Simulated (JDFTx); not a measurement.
# AlN (P6_3mc) in JDFTx: reference runs

How does AlN come out in PBE? The cell is run as given and disturbed.

Program: JDFTx 1.7.0 (patched build). These are calculated values, not measurements. Logs are shortened: lines on timing, memory, paths and dates and some standing lists are left out, and cuts for length are marked. The log counts tension as positive stress, the text compression.

**Measured values to compare with.**

“Structural and optical properties of self-assembled AlN nanowires grown on SiO2/Si substrates by molecular beam epitaxy”, 2024, arxiv:2402.00216 quotes, for a bulk crystal of AlN at 0 K: band gap 6.0343 eV (an exciton energy, a little under the gap).

The runs below are set against these values where they give the same quantity.

## (1) Starting point

It takes space group P6_3mc (No. 186, hexagonal). The conventional cell has a = 3.113 Å, b = 3.113 Å, c = 4.981 Å, α = 90.00°, β = 90.00°, γ = 120.00°. Al (site symmetry 3m) is surrounded by 4 N at 1.89 Å. N (site symmetry 3m) is surrounded by 4 Al at 1.89 Å.

## (2) Single point, PBE

The input, AlN.in:

```
lattice \
    5.8827174260    -2.9413587130     0.0000000000 \
    0.0000000000     5.0945827342     0.0000000000 \
    0.0000000000     0.0000000000     9.4127258268
coords-type Lattice
ion Al     0.6666666667     0.3333333333     0.5000000000 1
ion Al     0.3333333333     0.6666666667     0.0000000000 1
ion N      0.6666666667     0.3333333333     0.8800000000 1
ion N      0.3333333333     0.6666666667     0.3800000000 1

ion-species pseudo/Al.upf
ion-species pseudo/N.upf
elec-cutoff 42 336
elec-ex-corr gga-PBE
kpoint-folding 10 10 6
elec-smearing Fermi 0.0018374661
elec-n-bands 14
electronic-SCF nIterations 100 energyDiffThreshold 1e-09
electronic-minimize nIterations 30 energyDiffThreshold 1e-7
converge-empty-states yes
forces-output-coords Cartesian

dump-name run.$VAR
dump End Ecomponents EigStats BandEigs Kpoints Forces Stress
```

Potentials or basis: PseudoDojo-SR-PBE-0.5-standard.

Launch:

```console
jdftx -c 1 -i AlN.in -o AlN.out
```

Output:

```text
*************** JDFTx 1.7.0 (patched build) ***************

Input parsed successfully to the following command list (including defaults):
[... the input with its defaults ...]

---------- Setting up symmetries ----------

Found 24 point-group symmetries of the bravais lattice
Found 12 space-group symmetries with basis
Applied RMS atom displacement 3.39639e-10 bohrs to make symmetries exact.

---------- Initializing the Grid ----------
R =
[      5.88272     -2.94136            0  ]
[            0      5.09458            0  ]
[            0            0      9.41273  ]
unit cell volume = 282.099
G =
[    1.06808   0.616654         -0  ]
[          0    1.23331          0  ]
[          0         -0    0.66752  ]
Minimum fftbox size, Smin = [  52  52  80  ]
Chosen fftbox size, S = [  54  54  80  ]

---------- Initializing tighter grid for wavefunction operations ----------
R =
[      5.88272     -2.94136            0  ]
[            0      5.09458            0  ]
[            0            0      9.41273  ]
unit cell volume = 282.099
G =
[    1.06808   0.616654         -0  ]
[          0    1.23331          0  ]
[          0         -0    0.66752  ]
Minimum fftbox size, Smin = [  36  36  56  ]
Chosen fftbox size, S = [  36  36  56  ]

---------- Exchange Correlation functional ----------
Initalized PBE GGA exchange.
Initalized PBE GGA correlation.

---------- Setting up pseudopotentials ----------
Width of ionic core gaussian charges (only for fluid interactions / plotting) set to 0

Reading pseudopotential file 'pseudo/Al.upf':
  'Al' pseudopotential, 'PBE' functional
  Generated using ONCVPSP code by D. R. Hamann
  3 valence electrons, 2 orbitals, 6 projectors, 1001 radial grid points, with lMax = 2
    3S    l: 0   occupation:  2.0   eigenvalue: -0.284914
    3P    l: 1   occupation:  1.0   eigenvalue: -0.099668
  Core radius for overlap checks: 1.74 bohrs.

Reading pseudopotential file 'pseudo/N.upf':
  'N' pseudopotential, 'PBE' functional
  Generated using ONCVPSP code by D. R. Hamann
  5 valence electrons, 2 orbitals, 4 projectors, 1001 radial grid points, with lMax = 1
    2S    l: 0   occupation:  2.0   eigenvalue: -0.682907
    2P    l: 1   occupation:  3.0   eigenvalue: -0.260548
  Core radius for overlap checks: 1.31 bohrs.

Initialized 2 species with 4 total atoms.

Folded 1 k-points by 10x10x6 to 600 k-points.

---------- Setting up k-points, bands, fillings ----------
Adding inversion symmetry to k-mesh for non-inversion-symmetric unit cell.
Reduced to 56 k-points under symmetry.
Computing the number of bands and number of electrons
Calculating initial fillings.
nElectrons:  16.000000   nBands: 14   nStates: 56

----- Setting up reduced wavefunction bases (one per k-point) -----
average nbasis = 3667.555 , ideal nbasis = 3667.499

---------- Setting up ewald sum ----------
Optimum gaussian width for ewald sums = 2.076670 bohr.
Real space sum over 1089 unit cells with max indices [  5  5  4  ]
Reciprocal space sum over 2873 terms with max indices [  6  6  8  ]

---------- Allocating electronic variables ----------
Initializing wave functions:  linear combination of atomic orbitals
Al pseudo-atom occupations:   s ( 2 )  p ( 1 )
N pseudo-atom occupations:   s ( 2 )  p ( 3 )
	FillingsUpdate:  mu: +0.530996649  nElectrons: 16.000000
LCAOMinimize: Iter:   0  F: -23.8725821047953168  |grad|_K:  9.368e-03  alpha:  1.000e+00
	FillingsUpdate:  mu: +0.412255325  nElectrons: 16.000000
LCAOMinimize: Iter:   1  F: -24.1868801054033753  |grad|_K:  7.000e-04  alpha:  3.873e-01  linmin: -6.976e-01  cgtest:  9.236e-01
LCAOMinimize: Encountered beta<0, resetting CG.
[... 5 lines of inner loops ...]
LCAOMinimize: Iter:   4  F: -24.1884776768170511  |grad|_K:  1.904e-07  alpha:  4.002e-01  linmin:  1.447e-04  cgtest:  1.001e-02
	FillingsUpdate:  mu: +0.404714646  nElectrons: 16.000000
LCAOMinimize: Iter:   5  F: -24.1884776770795611  |grad|_K:  2.122e-08  alpha:  8.954e-01  linmin:  5.459e-04  cgtest: -9.263e-04
LCAOMinimize: Converged (|Delta F|<1.000000e-06 for 2 iters).

-------- Electronic minimization -----------
Will mix electronic density at each iteration.
	FillingsUpdate:  mu: +0.404714646  nElectrons: 16.000000
	FillingsUpdate:  mu: +0.377249395  nElectrons: 16.000000
SCF: Cycle:  0   F: -24.328445063017636   dF: -1.400e-01   |Residual|: 1.266e-01   |deigs|: 5.795e-02
	FillingsUpdate:  mu: +0.300000000  nElectrons: 16.000000
SCF: Cycle:  1   F: -24.339047188804209   dF: -1.060e-02   |Residual|: 3.921e-02   |deigs|: 1.231e-02
	FillingsUpdate:  mu: +0.300000000  nElectrons: 16.000000
SCF: Cycle:  2   F: -24.339294057705924   dF: -2.469e-04   |Residual|: 1.465e-02   |deigs|: 7.154e-04
	FillingsUpdate:  mu: +0.300000000  nElectrons: 16.000000
SCF: Cycle:  3   F: -24.339342231421490   dF: -4.817e-05   |Residual|: 2.928e-03   |deigs|: 1.812e-03
	FillingsUpdate:  mu: +0.300000000  nElectrons: 16.000000
SCF: Cycle:  4   F: -24.339346379018956   dF: -4.148e-06   |Residual|: 1.601e-03   |deigs|: 2.646e-04
	FillingsUpdate:  mu: +0.300000000  nElectrons: 16.000000
SCF: Cycle:  5   F: -24.339348796984439   dF: -2.418e-06   |Residual|: 1.081e-04   |deigs|: 1.972e-04
	FillingsUpdate:  mu: +0.300000000  nElectrons: 16.000000
SCF: Cycle:  6   F: -24.339349132141123   dF: -3.352e-07   |Residual|: 1.581e-04   |deigs|: 6.765e-05
	FillingsUpdate:  mu: +0.300000000  nElectrons: 16.000000
SCF: Cycle:  7   F: -24.339349293723991   dF: -1.616e-07   |Residual|: 2.567e-05   |deigs|: 6.415e-05
	FillingsUpdate:  mu: +0.300000000  nElectrons: 16.000000
SCF: Cycle:  8   F: -24.339349336086649   dF: -4.236e-08   |Residual|: 9.998e-06   |deigs|: 5.619e-05
	FillingsUpdate:  mu: +0.300000000  nElectrons: 16.000000
SCF: Cycle:  9   F: -24.339349356336776   dF: -2.025e-08   |Residual|: 8.488e-06   |deigs|: 1.057e-04
	FillingsUpdate:  mu: +0.300000000  nElectrons: 16.000000
SCF: Cycle: 10   F: -24.339349361887514   dF: -5.551e-09   |Residual|: 4.581e-06   |deigs|: 8.042e-05
	FillingsUpdate:  mu: +0.300000000  nElectrons: 16.000000
SCF: Cycle: 11   F: -24.339349364654442   dF: -2.767e-09   |Residual|: 1.133e-06   |deigs|: 9.588e-05
	FillingsUpdate:  mu: +0.300000000  nElectrons: 16.000000
SCF: Cycle: 12   F: -24.339349365335657   dF: -6.812e-10   |Residual|: 7.229e-07   |deigs|: 6.914e-05
	FillingsUpdate:  mu: +0.300000000  nElectrons: 16.000000
SCF: Cycle: 13   F: -24.339349365655444   dF: -3.198e-10   |Residual|: 3.389e-07   |deigs|: 1.591e-04
SCF: Converged (|Delta E|<1.000000e-09 for 2 iters).

Setting wave functions to eigenvectors of Hamiltonian
Converging empty states (this may take a while):
EmptyStates: None of the convergence criteria satisfied.
|deigs|: 1.306e-03

# Stress tensor in Cartesian coordinates [Eh/a0^3]:
[ -9.55973e-05            0            0  ]
[            0 -9.55973e-05            0  ]
[            0            0 -0.000151463  ]

# Ionic positions in lattice coordinates:
ion Al   0.666666666666667   0.333333333333333   0.500000000000000 1
ion Al   0.333333333333333   0.666666666666667   0.000000000000000 1
ion N   0.666666666666667   0.333333333333333   0.880000000000000 1
ion N   0.333333333333333   0.666666666666667   0.380000000000000 1

# Forces in Cartesian coordinates:
force Al  -0.000000000000000   0.000000000000000  -0.002538415049026 1
force Al  -0.000000000000000  -0.000000000000000  -0.002538415049026 1
force N  -0.000000000000000   0.000000000000000   0.002538656492096 1
force N   0.000000000000000  -0.000000000000000   0.002538656492096 1

# Energy components:
   Eewald =      -21.7432241418277208
       EH =        5.6889441049468310
     Eloc =      -16.0700353601331933
      Enl =       -1.3426564321912311
      Exc =       -8.4983432250339952
 Exc_core =        1.2492274786778994
       KE =       16.3767382099063035
-------------------------------------
     Etot =      -24.3393493656551065
       TS =        0.0000000000003358
-------------------------------------
        F =      -24.3393493656554440

IonicMinimize: Iter:   0  F: -24.339349365655444  |grad|_K:  1.466e-03
IonicMinimize: None of the convergence criteria satisfied after 0 iterations.

#--- Lowdin population analysis ---
# oxidation-state Al +1.086 +1.086
# oxidation-state N -1.023 -1.023

Dumping 'run.eigStats' ...
	eMin: -0.295419 at state 0 ( [ +0.000000 +0.000000 +0.000000 ] spin 0 )
	HOMO: +0.261143 at state 0 ( [ +0.000000 +0.000000 +0.000000 ] spin 0 )
	mu  : +0.300000
	LUMO: +0.416257 at state 0 ( [ +0.000000 +0.000000 +0.000000 ] spin 0 )
	eMax: +0.745432 at state 0 ( [ +0.000000 +0.000000 +0.000000 ] spin 0 )
	HOMO-LUMO gap: +0.155114
	Optical gap  : +0.155114 at state 0 ( [ +0.000000 +0.000000 +0.000000 ] spin 0 )
WARNING: the last solve of the electrons (or of bands or displaced states from it) ended unconverged.
Done!
[note: mu as printed may lie anywhere between the filled and the empty levels]
```

It took 2.7 min on 1 thread of Arm Neoverse V1, shared host; peak memory 0.26 GiB.

What came out:

```
Free energy            : -662.3074 eV
Pressure               : 3.4 GPa
Largest force          : 0.131 eV/Å
Band gap on the k mesh : 4.22 eV, direct
Loewdin charges        : Al +1.09; N -1.02 e
```

Forces in eV/Å, atoms in the order of the input:
```
Al   0.000  0.000 -0.131
Al   0.000  0.000 -0.131
N    0.000  0.000  0.131
N    0.000  0.000  0.131
```

Levels at points of the mesh, in eV from the valence-band top:
```csv
k point,band 4,band 5,band 6,band 7,band 8,band 9
"(0.00, 0.00, 0.00)",-0.83,-0.83,-0.18,-0.18,0.00,4.22
"(0.00, 0.00, 0.50)",-3.31,-0.52,-0.52,-0.52,-0.52,6.47
"(0.00, 0.50, 0.00)",-4.13,-3.33,-2.06,-1.77,-0.66,5.83
"(0.00, 0.50, 0.50)",-5.57,-1.44,-1.44,-1.35,-1.35,5.34
```

Caveat: the empty levels aren't tightly converged.

(Continued in part 2 of 2.)
